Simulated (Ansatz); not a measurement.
# Convergence test, C

These are results of Ansatz, DFT LDA, scalar-relativistic, plane waves, PAW, not measurements.

```xyz
4
Lattice="1.2160 -2.1480 0.0091 1.2233 2.1522 -0.0414 -0.0942 -0.0851 7.1477" Properties=species:S:1:pos:R:3 pbc="T T T"
C     1.2120    1.7491    5.3140
C     1.2021   -0.3988    1.6995
C     1.2063   -1.8208    1.7354
C     1.1714    0.2841    5.3304
```

- Γ-centred k-mesh: 14×14×4
- occupation rule: Gaussian smearing, 0.1 eV
- spin treatment: unpolarised
- valence charge of the PAW sets: C 4

The atoms stay fixed while the plane-wave cutoff is varied. ΔE is the energy extrapolated to zero smearing, less that of the reference run (600 eV). The cell was strained and its atoms displaced at random, so that forces don't vanish. Pressure is positive in compression and holds a correction for the finite cutoff (Pulay stress).

Times are rough; the reference took 42 s on 1 thread of Intel(R) Xeon(R) Processor @ 2.50GHz (Skylake/Cascade Lake), on a shared host, peak memory 0.62 GiB.

(1) One run gave ΔE = 1911 meV/atom and P = 8.35 GPa. Which plane-wave cutoff did it use, of 200, 250, 300, 350, 420?

Answers

(1) 200 eV. All runs:

```
cutoff (eV)  ΔE (meV/atom) P (GPa) largest change of a force component (eV/Å) gap on mesh (eV) plane waves at Γ  wall time (s)
        200           1911     8.35                                       0.443             0.488               231             12
        250            575     5.79                                       0.056             0.493               341             19
        300            145    -2.66                                       0.085             0.482               447             19
        350           35.5    -4.64                                       0.029             0.481               567             21
        420           4.14    -4.73                                       0.003             0.478               703             23
        600           0.00    -4.74                                       0.000             0.478              1227             42
```

This form isn't the element's structure at ambient conditions.